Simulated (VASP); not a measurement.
HfN:

```xyz
2
Lattice="0.0000 2.2560 2.2560 2.2560 0.0000 2.2560 2.2560 2.2560 0.0000" Properties=species:S:1:pos:R:3 pbc="T T T"
Hf    0.0000    0.0000    0.0000
N     2.2560    2.2560    2.2560
```

Base run:

```yaml
Program: VASP 6.6.1
Functional: rSCAN
Potentials_or_basis: VASP PAW PBE potentials, release 64 (Hf_pv, N)
Cutoff: 520 eV
k_mesh: 10 × 10 × 10
Occupations: fermi-dirac, width 0.05 eV
Spin: no spin polarisation
```

Its results: pressure -1.0 GPa.

After a change of settings the same cell gave: pressure -9.9 GPa. Which change was it?
A. functional from rSCAN to PBE; occupations from fermi-dirac, width 0.05 eV to gaussian, width 0.022 eV
B. functional from rSCAN to r2SCAN50; k mesh from 10 × 10 × 10 to 5 × 5 × 5
C. functional from rSCAN to r2SCAN; further incar settings from ALGO = Normal; EDIFF = 1e-06 to ALGO = Normal; EDIFF = 1e-06; NBANDS = 14
D. functional from rSCAN to PBEsol; further incar settings from ALGO = Normal; EDIFF = 1e-06 to ALGO = Normal; EDIFF = 1e-07; NBANDS = 14

B.

Caveats: some runs use coarse meshes; the PAW data sets were made with another functional, which shifts forces and pressure a little.

Not every run made on this cell is shown here.
